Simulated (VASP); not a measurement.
# CdS (Greenockite) (P6_3mc) in VASP: settings compared

One crystal, CdS (Greenockite), is run at these levels: PBEsol, PBE; tasks: equation of state.

All numbers are computed with VASP 6.6.1; they aren't measurements. Logs are shortened: lines on timing, memory, paths and dates and some standing lists are left out, and cuts for length are marked.

## (1) Starting point

Symmetry: P6_3mc, No. 186, hexagonal system. The conventional cell has a = 4.150 Å, b = 4.150 Å, c = 6.737 Å, α = 90.00°, β = 90.00°, γ = 120.00°. Cd (site symmetry 3m) is surrounded by 4 S at 2.53 to 2.54 Å. Around S (site symmetry 3m) lie 4 Cd at 2.53 to 2.54 Å.

## (2) Equation of state, PBEsol, 23.61 Å³/atom (volume scaled by 0.94)

Input file INCAR:

```
  PREC = Accurate
  ENCUT = 520
  EDIFF = 1E-7
  ISMEAR = -1
  SIGMA = 0.05
  LREAL = F
  LASPH = T
  NELM = 60
  ALGO = Normal
  ISIF = 2
  LWAVE = F
  LCHARG = F
  GGA = PS
  NBANDS = 26
```

Input file KPOINTS:

```
Automatic mesh
0
Gamma
  7 7 4
```

Input file POSCAR:

```
CdS
1.0
    4.0652823512      0.0000000000      0.0000000000
   -2.0326411756      3.5206377897      0.0000000000
    0.0000000000      0.0000000000      6.5994716144
Cd S
2 2
Direct
    0.6666666667      0.3333333333      0.5000000000
    0.3333333333      0.6666666667      0.0000000000
    0.6666666667      0.3333333333      0.8750000000
    0.3333333333      0.6666666667      0.3750000000
```

Potentials or basis: VASP PAW PBE potentials, release 64 (Cd, S).

The run is started by

```
> cat potpaw_PBE.64/Cd/POTCAR potpaw_PBE.64/S/POTCAR > POTCAR
> mpirun -np 1 vasp_std > vasp.out
```

OUTCAR:

```text
PREC = Accurate
   ENCUT = 520
   EDIFF = 1E-7
   ISMEAR = -1
   LREAL = F
   LASPH = T
   NELM = 60
   ISIF = 2
   GGA = PS

 Found     24 irreducible k-points:

 Following reciprocal coordinates:
            Coordinates               Weight
  0.000000  0.000000  0.000000      1.000000
  0.142857  0.000000  0.000000      6.000000
  0.285714 -0.000000  0.000000      6.000000
  0.428571  0.000000  0.000000      6.000000
  0.142857  0.142857  0.000000      6.000000
  0.285714  0.142857  0.000000     12.000000
   k-points           NKPTS =     24   k-points in BZ     NKDIM =     24   number of bands    NBANDS=     26
   number of dos      NEDOS =    301   number of ions     NIONS =      4
   total plane-waves  NPLWV =  45000
   dimension x,y,z NGX =    30 NGY =   30 NGZ =   50
   dimension x,y,z NGXF=    60 NGYF=   60 NGZF=  100
   ions per type =               2   2
   NGX,Y,Z   is equivalent  to a cutoff of  12.27, 12.27, 12.60 a.u.
   NGXF,Y,Z  is equivalent  to a cutoff of  24.54, 24.54, 25.19 a.u.
 SYSTEM =  unknown system
   PREC   = accura    normal or accurate (medium, high low for compatibility)
   ISTART =      0    job   : 0-new  1-cont  2-samecut
   ICHARG =      2    charge: 1-file 2-atom 10-const
   ISPIN  =      1    spin polarized calculation?
   LNONCOLLINEAR =      F non collinear calculations
   LSORBIT =      F    spin-orbit coupling
   LASPH  =      T    aspherical Exc in radial PAW
   ENCUT  =  520.0 eV  38.22 Ry    6.18 a.u.   7.56  7.56 12.27*2*pi/ulx,y,z
   NELM   =     60;   NELMIN=  2; NELMDL= -5     # of ELM steps
   EDIFF  = 0.1E-06   stopping-criterion for ELM
   LREAL  =      F    real-space projection
   EDIFFG = 0.1E-05   stopping-criterion for IOM
   NSW    =      0    number of steps for IOM
   IBRION =     -1    ionic relax: 0-MD 1-quasi-New 2-CG
   NFREE  =      0    steps in history (QN), initial steepest desc. (CG)
   ISIF   =      2    stress and relaxation
   ISYM   =      2    0-nonsym 1-usesym 2-fastsym
   POTIM  = 0.5000    time-step for ionic-motion
   TEBEG  =    0.0;   TEEND  =   0.0 temperature during run
   PSTRESS=    0.0 pullay stress
   NELECT =      36.0000    total number of electrons
   NUPDOWN=      -1.0000    fix difference up-down
   EMIN   =  10.00;   EMAX   =-10.00  energy-range for DOS
   EFERMI =   0.00;   METHOD = LEGACY
   ISMEAR =    -1;   SIGMA  =   0.05  broadening in eV -4-tet -1-fermi 0-gaus
   EFERMI_NEDOS =   21; number of points for ismear=-14 and -15
   IALGO  =     38    algorithm
   IMIX   =      4    mixing-type and parameters
     AMIX     =   0.40;   BMIX     =  1.00
     AMIX_MAG =   1.60;   BMIX_MAG =  1.00
  volume/ion in A,a.u.               =      23.61       159.35
  Fermi-wavevector in a.u.,A,eV,Ry     =   1.186958  2.243025 19.168822  1.408869
  Thomas-Fermi vector in A             =   2.323119
   LORBIT       =      0    0 simple, 1 ext, 2 COOP (PROOUT), +10 PAW based schemes
   GGA     = PS    functional components
   LHFCALC =     F    Hartree Fock is set to
   AEXX    =    0.0000 exact exchange contribution
   IVDW    =     0    specifies the selected vdW correction
   LEPSILON=     F    determine dielectric tensor
   LRPA    =     F    only Hartree local field effects (RPA)
 non-spin polarized calculation
  energy-cutoff  :      520.00
  volume of cell :       94.45
 maximum number of plane-waves:      2571
 NGX is ok and might be reduce to    30
   NGX = 15   NGY = 15   NGZ = 25

 number of electron      36.0000027 magnetization

 Free energy of the ion-electron system (eV)
  ---------------------------------------------------
  ext. energy  EPLUGINS =         0.00000000
  ---------------------------------------------------
  free energy    TOTEN  =       -13.57785142 eV

  energy without entropy =      -13.57785127  energy(sigma->0) =      -13.57785135

 E-fermi :   2.2746     XC(G=0):  -9.6044

 val. band max:        1.6483984926   @ k =   0.0000   0.0000   0.0000
 cond. band min:       2.8461401514   @ k =   0.0000   0.0000   0.0000
 fundamental gap:      1.1977416587
 Fermi energy:         2.2745805804

 k-point     1 :       0.0000    0.0000    0.0000
  band No.  band energies     occupation
      1     -11.0600      2.00000
      2     -10.5597      2.00000
      3      -6.2705      2.00000
      4      -6.2441      2.00000
      5      -6.2441      2.00000
      6      -6.1432      2.00000
      7      -6.1432      2.00000
      8      -5.7644      2.00000
      9      -5.7644      2.00000
     10      -5.6545      2.00000
     11      -5.6545      2.00000
     12      -5.2711      2.00000
     13      -3.1543      2.00000
     14       0.7849      2.00000
     15       0.7849      2.00000
     16       1.5964      2.00000
     17       1.6484      1.99999
     18       1.6484      1.99999
     19       2.8461      0.00002
     20       4.3860      0.00000
     21       8.0031      0.00000
     22       8.0031      0.00000
     23       8.3408      0.00000
     24       9.1862      0.00000
     25       9.1862      0.00000
     26       9.4157      0.00000

 k-point     2 :       0.1429    0.0000    0.0000
  band No.  band energies     occupation
      1     -10.9790      2.00000
      2     -10.5252      2.00000
      3      -6.2413      2.00000
      4      -6.2121      2.00000
      5      -6.1939      2.00000
      6      -6.1065      2.00000
      7      -6.0962      2.00000
      8      -5.7838      2.00000
      9      -5.7634      2.00000
     10      -5.6921      2.00000
     11      -5.6468      2.00000
     12      -5.2135      2.00000
     13      -2.9990      2.00000
     14      -0.0480      2.00000
     15       0.5138      2.00000
     16       0.6096      2.00000
     17       1.4273      2.00000
     18       1.4927      2.00000
     19       3.8261      0.00000
     20       5.1327      0.00000
     21       7.3856      0.00000
     22       8.3090      0.00000
     23       8.4862      0.00000
     24       8.8986      0.00000
     25       9.1993      0.00000
     26       9.6480      0.00000

 k-point     3 :       0.2857   -0.0000    0.0000
  band No.  band energies     occupation
      1     -10.7859      2.00000
      2     -10.4566      2.00000
      3      -6.1823      2.00000
      4      -6.1539      2.00000
      5      -6.0583      2.00000
      6      -5.9890      2.00000
      7      -5.9627      2.00000
      8      -5.8213      2.00000
      9      -5.7367      2.00000
     10      -5.7286      2.00000
     11      -5.6296      2.00000
     12      -5.0933      2.00000
     13      -2.6733      2.00000
     14      -1.3308      2.00000
     15      -0.7262      2.00000
     16      -0.0199      2.00000
     17       0.9249      2.00000
     18       1.1377      2.00000
     19       4.8932      0.00000
     20       5.6088      0.00000
     21       7.0148      0.00000
     22       7.8647      0.00000
     23       8.6290      0.00000
     24       9.2453      0.00000
     25       9.8262      0.00000
     26      10.1834      0.00000

 k-point     4 :       0.4286    0.0000    0.0000
  band No.  band energies     occupation
      1     -10.6087      2.00000
      2     -10.4224      2.00000
      3      -6.1539      2.00000
      4      -6.1248      2.00000
      5      -5.9493      2.00000
      6      -5.9056      2.00000
      7      -5.8753      2.00000
      8      -5.8164      2.00000
      9      -5.6855      2.00000
     10      -5.6113      2.00000
     11      -5.4844      2.00000
     12      -5.0803      2.00000
     13      -2.7697      2.00000
     14      -1.9874      2.00000
     15      -1.3474      2.00000
     16      -0.4042      2.00000
     17       0.2991      2.00000
     18       0.8582      2.00000
     19       5.3346      0.00000
     20       5.4314      0.00000
     21       6.6707      0.00000
     22       8.0535      0.00000
     23       8.5684      0.00000
     24       9.7173      0.00000
     25      10.0388      0.00000
     26      11.5758      0.00000

 k-point     5 :       0.1429    0.1429    0.0000
  band No.  band energies     occupation
      1     -10.8416      2.00000
      2     -10.4740      2.00000
      3      -6.1875      2.00000
      4      -6.1769      2.00000
      5      -6.0862      2.00000
      6      -6.0504      2.00000
      7      -5.9937      2.00000
      8      -5.8032      2.00000
      9      -5.7626      2.00000
     10      -5.7259      2.00000
     11      -5.6333      2.00000
     12      -5.1241      2.00000
     13      -2.7480      2.00000
     14      -0.8446      2.00000
     15      -0.5347      2.00000
     16       0.0731      2.00000
     17       1.0911      2.00000
     18       1.1091      2.00000
     19       4.7760      0.00000
     20       5.9774      0.00000
     21       7.0703      0.00000
     22       7.5748      0.00000
     23       8.6497      0.00000
     24       8.7656      0.00000
     25       9.7313      0.00000
     26      10.0385      0.00000

 k-point     6 :       0.2857    0.1429    0.0000
  band No.  band energies     occupation
      1     -10.6526      2.00000
      2     -10.4271      2.00000
      3      -6.1598      2.00000
      4      -6.1216      2.00000
      5      -5.9694      2.00000
      6      -5.9434      2.00000
      7      -5.8472      2.00000
      8      -5.7941      2.00000
      9      -5.7293      2.00000
     10      -5.7009      2.00000
     11      -5.5699      2.00000
     12      -5.0204      2.00000
     13      -2.6159      2.00000
     14      -1.6584      2.00000
     15      -1.2355      2.00000
     16      -0.6859      2.00000
     17       0.5220      2.00000
     18       0.6074      2.00000
     19       5.6750      0.00000
     20       6.2116      0.00000
     21       6.6981      0.00000
     22       7.7146      0.00000
     23       8.3846      0.00000
     24       9.5981      0.00000
     25       9.7213      0.00000
     26      10.6436      0.00000

 [... further k-points ...]

------------------------ aborting loop because EDIFF is reached ----------------------------------------

  FORCE on cell =-STRESS in cart. coord.  units (eV):
  Direction    XX          YY          ZZ          XY          YZ          ZX
  --------------------------------------------------------------------------------------
  -------------------------------------------------------------------------------------
  Total        1.9440969      1.9440969      2.4313341      0.0000000      0.0000000      0.0000000
  in kB       32.9767047     32.9767047     41.2414563      0.0000000      0.0000000      0.0000000
  external PRESSURE =      35.7316219 kB  Pullay stress =       0.0000000 kB

 VOLUME and BASIS-vectors are now :
 -----------------------------------------------------------------------------
  energy-cutoff  :      520.00
  volume of cell :       94.45
      direct lattice vectors                 reciprocal lattice vectors
     4.065282351  0.000000000  0.000000000     0.245985374  0.142019722  0.000000000
    -2.032641176  3.520637790  0.000000000     0.000000000  0.284039444  0.000000000
     0.000000000  0.000000000  6.599471614     0.000000000  0.000000000  0.151527283

 POSITION                                       TOTAL-FORCE (eV/Angst)
 -----------------------------------------------------------------------------------
      2.03264      1.17355      3.29974         0.000000     -0.000000     -0.079080
     -0.00000      2.34709      0.00000        -0.000000      0.000000     -0.079080
      2.03264      1.17355      5.77454        -0.000000      0.000000      0.079080
     -0.00000      2.34709      2.47480         0.000000     -0.000000      0.079080
 -----------------------------------------------------------------------------------
    total drift:                                0.000000      0.000000      0.001015

  FREE ENERGIE OF THE ION-ELECTRON SYSTEM (eV)
  ---------------------------------------------------
  free  energy   TOTEN  =       -13.5778514225 eV

  energy  without entropy=      -13.5778512743  energy(sigma->0) =      -13.57785135
```

Run time: 76 s. Hardware: 1 thread of Intel Xeon Platinum 8375C at 2.90GHz (Ice Lake), shared host; peak memory 0.22 GiB.

What came out:

* Free energy: -13.5779 eV
* Pressure: 3.6 GPa
* Largest force: 0.079 eV/Å
* Band gap on the k mesh: 1.20 eV, direct

Caveat: the PAW data sets were made with another functional, which shifts forces and pressure a little.

## (3) Equation of state, PBEsol, 24.12 Å³/atom (volume scaled by 0.96)

INCAR is that of step 2.

KPOINTS is that of step 2.

Input file POSCAR:

```
CdS
1.0
    4.0939120434      0.0000000000      0.0000000000
   -2.0469560217      3.5454318304      0.0000000000
    0.0000000000      0.0000000000      6.6459482979
Cd S
2 2
Direct
    0.6666666667      0.3333333333      0.5000000000
    0.3333333333      0.6666666667      0.0000000000
    0.6666666667      0.3333333333      0.8750000000
    0.3333333333      0.6666666667      0.3750000000
```

Potentials or basis: VASP PAW PBE potentials, release 64 (Cd, S).

The run is started by

```
> cat potpaw_PBE.64/Cd/POTCAR potpaw_PBE.64/S/POTCAR > POTCAR
> mpirun -np 1 vasp_std > vasp.out
```

It took 88 s on 1 thread of Intel Xeon Platinum 8375C at 2.90GHz (Ice Lake), shared host; peak memory 0.22 GiB.

Results (log left out):

```yaml
Free_energy: -13.6130 eV
Pressure: 2.0 GPa
Largest_force: 0.075 eV/Å
Band_gap_on_the_k_mesh: 1.15 eV, direct
```

Caveat: the PAW data sets were made with another functional, which shifts forces and pressure a little.

## (4) Equation of state, PBEsol, 24.62 Å³/atom (volume scaled by 0.98)

INCAR is that of step 3.

KPOINTS is that of step 3.

Input file POSCAR:

```
CdS
1.0
    4.1221468118      0.0000000000      0.0000000000
   -2.0610734059      3.5698838571      0.0000000000
    0.0000000000      0.0000000000      6.6917838725
Cd S
2 2
Direct
    0.6666666667      0.3333333333      0.5000000000
    0.3333333333      0.6666666667      0.0000000000
    0.6666666667      0.3333333333      0.8750000000
    0.3333333333      0.6666666667      0.3750000000
```

The run is started by

```
> cat potpaw_PBE.64/Cd/POTCAR potpaw_PBE.64/S/POTCAR > POTCAR
> mpirun -np 1 vasp_std > vasp.out
```

Wall time 83 s (1 thread of Intel Xeon Platinum 8375C at 2.90GHz (Ice Lake), shared host); peak memory 0.23 GiB.

The run converged. Its results:

```yaml
Free_energy: -13.6297 eV
Pressure: 0.6 GPa
Largest_force: 0.071 eV/Å
Band_gap_on_the_k_mesh: 1.11 eV, direct
```

Caveat: the PAW data sets were made with another functional, which shifts forces and pressure a little.

## (5) Equation of state, PBEsol, 25.62 Å³/atom (volume scaled by 1.02)

INCAR is that of step 4.

KPOINTS is that of step 4.

Input file POSCAR:

```
CdS
1.0
    4.1774842447      0.0000000000      0.0000000000
   -2.0887421223      3.6178074798      0.0000000000
    0.0000000000      0.0000000000      6.7816171943
Cd S
2 2
Direct
    0.6666666667      0.3333333333      0.5000000000
    0.3333333333      0.6666666667      0.0000000000
    0.6666666667      0.3333333333      0.8750000000
    0.3333333333      0.6666666667      0.3750000000
```

The run is started by

```
> cat potpaw_PBE.64/Cd/POTCAR potpaw_PBE.64/S/POTCAR > POTCAR
> mpirun -np 1 vasp_std > vasp.out
```

Wall time 80 s (1 thread of Intel Xeon Platinum 8375C at 2.90GHz (Ice Lake), shared host); peak memory 0.23 GiB.

The run converged. Its results:

* Free energy: -13.6158 eV
* Pressure: -1.7 GPa
* Largest force: 0.063 eV/Å
* Band gap on the k mesh: 1.01 eV, direct

Caveat: the PAW data sets were made with another functional, which shifts forces and pressure a little.

## (6) Equation of state, PBEsol, 26.13 Å³/atom (volume scaled by 1.04)

INCAR is that of step 5.

KPOINTS is that of step 5.

Input file POSCAR:

```
CdS
1.0
    4.2046115259      0.0000000000      0.0000000000
   -2.1023057629      3.6413003944      0.0000000000
    0.0000000000      0.0000000000      6.8256549035
Cd S
2 2
Direct
    0.6666666667      0.3333333333      0.5000000000
    0.3333333333      0.6666666667      0.0000000000
    0.6666666667      0.3333333333      0.8750000000
    0.3333333333      0.6666666667      0.3750000000
```

Potentials or basis: VASP PAW PBE potentials, release 64 (Cd, S).

The run is started by

```
> cat potpaw_PBE.64/Cd/POTCAR potpaw_PBE.64/S/POTCAR > POTCAR
> mpirun -np 1 vasp_std > vasp.out
```

It took 80 s on 1 thread of Intel Xeon Platinum 8375C at 2.90GHz (Ice Lake), shared host; peak memory 0.24 GiB.

Results (log left out):

* Free energy: -13.5884 eV
* Pressure: -2.7 GPa
* Largest force: 0.059 eV/Å
* Band gap on the k mesh: 0.97 eV, direct

Caveat: the PAW data sets were made with another functional, which shifts forces and pressure a little.

## (7) Equation of state, PBEsol, 26.63 Å³/atom (volume scaled by 1.06)

INCAR is that of step 6.

KPOINTS is that of step 6.

Input file POSCAR:

```
CdS
1.0
    4.2313932131      0.0000000000      0.0000000000
   -2.1156966065      3.6644940159      0.0000000000
    0.0000000000      0.0000000000      6.8691315847
Cd S
2 2
Direct
    0.6666666667      0.3333333333      0.5000000000
    0.3333333333      0.6666666667      0.0000000000
    0.6666666667      0.3333333333      0.8750000000
    0.3333333333      0.6666666667      0.3750000000
```

The run is started by

```
> cat potpaw_PBE.64/Cd/POTCAR potpaw_PBE.64/S/POTCAR > POTCAR
> mpirun -np 1 vasp_std > vasp.out
```

Run time: 82 s. Hardware: 1 thread of Intel Xeon Platinum 8375C at 2.90GHz (Ice Lake), shared host; peak memory 0.23 GiB.

Results (log left out):

```yaml
Free_energy: -13.5494 eV
Pressure: -3.6 GPa
Largest_force: 0.055 eV/Å
Band_gap_on_the_k_mesh: 0.93 eV, direct
```

Caveat: the PAW data sets were made with another functional, which shifts forces and pressure a little.

## (8) Equation of state, PBEsol

Potentials or basis: VASP PAW PBE potentials, release 64 (Cd, S).

This step only gathers the single runs of the series.

Results:

```
Equilibrium volume                        : 24.88 Å³/atom
Bulk modulus at fixed shape and positions : 61 GPa
Pressure derivative of the bulk modulus   : 4.6
```

Energy against volume, from the lowest point:
```
volume (Å³/atom)  energy (meV/atom)
          23.614              13.06
          24.116               4.27
          24.618               0.08
          25.121               0.00
          25.623               3.57
          26.126              10.41
          26.628              20.17
```

Caveat: the cell was scaled at fixed shape and fractional positions, which overstates the stiffness of a crystal with free parameters, most of all of layers and chains; the PAW data sets were made with another functional, which shifts forces and pressure a little.

## (9) Equation of state, PBE, 23.61 Å³/atom (volume scaled by 0.94)

Input file INCAR:

```
SYSTEM = CdS
  PREC = Accurate
  ENCUT = 520
  EDIFF = 1E-7
  ISMEAR = -1
  SIGMA = 0.05
  LREAL = .False.
  LASPH = .True.
  NELM = 60
  ALGO = Normal
  ISIF = 2
  LWAVE = .False.
  LCHARG = .False.
  GGA = PE
  NBANDS = 26
```

Input file KPOINTS:

```
Automatic mesh
0
Gamma
  7 7 4
  0 0 0
```

Input file POSCAR:

```
CdS
1.0
    4.0652823512      0.0000000000      0.0000000000
   -2.0326411756      3.5206377897      0.0000000000
    0.0000000000      0.0000000000      6.5994716144
Cd S
2 2
Direct
    0.6666666667      0.3333333333      0.5000000000
    0.3333333333      0.6666666667      0.0000000000
    0.6666666667      0.3333333333      0.8750000000
    0.3333333333      0.6666666667      0.3750000000
```

Potentials or basis: VASP PAW PBE potentials, release 64 (Cd, S).

The run is started by

```
> cat potpaw_PBE.64/Cd/POTCAR potpaw_PBE.64/S/POTCAR > POTCAR
> mpirun -np 1 vasp_std > vasp.out
```

Wall time 40 s (1 thread of Intel Xeon Platinum 8559C (Emerald Rapids), shared host); peak memory 0.21 GiB.

It converged, with:

```
Free energy            : -12.0946 eV
Pressure               : 7.0 GPa
Largest force          : 0.082 eV/Å
Band gap on the k mesh : 1.34 eV, direct
```

(Continued in part 2 of 2.)
